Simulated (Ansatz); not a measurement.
Input and command of a plane-wave DFT calculation in Ansatz:

```yaml
crystal:
  lattice:
    - [3.3625515802, 0.0, 0.0]
    - [-1.6812757901, 2.91205509, 0.0]
    - [0.0, 0.0, 17.8351679312]
  atoms:
    - { symbol: Te, position: [0.3333333333, 0.6666666667, 0.8972869416] }
    - { symbol: Te, position: [0.3333333333, 0.6666666667, 0.1027130584] }
    - { symbol: Mo, position: [0.0, 0.0, 0.0] }
basis:
  ecutwfc: 420
kpoints:
  mp_grid: { grid: [12, 12, 2] }
hamiltonian:
  xc: lda
scf:
  occupations: { method: gaussian, width: 0.02 }
output:
  forces: true
  stress: true
  eigenvalues: true
  write_density: true
  write_potential: true
  elf: true
  volumetric_format: npy
relax:
  adjacent_minimum: "off"
  f_tol: 0.008
  max_steps: 40
  cell: { stress_tol: 0.015, fix: [a, b, gamma] }
```

```bash
ansatz run input.yaml --threads 1 --pin off --max-ram 2560MiB --backend cpu --events-out ev --progress --plain --runs-dir out
```

Processor: Intel(R) Xeon(R) Processor @ 2.50GHz (Skylake/Cascade Lake), 1 thread, on a host shared with other jobs.

Task: Estimate time, memory and problem size.

Result: About 2.4 min on 1 thread of Intel(R) Xeon(R) Processor @ 2.50GHz (Skylake/Cascade Lake) (shared host), peak memory 0.48 GiB. It solves 28 bands at 38 k points (the mesh reduced by the symmetry that the task leaves, which can be less than the crystal's) with about 3479 plane waves (on the last cell), in 30 SCF iterations over 4 ionic steps.
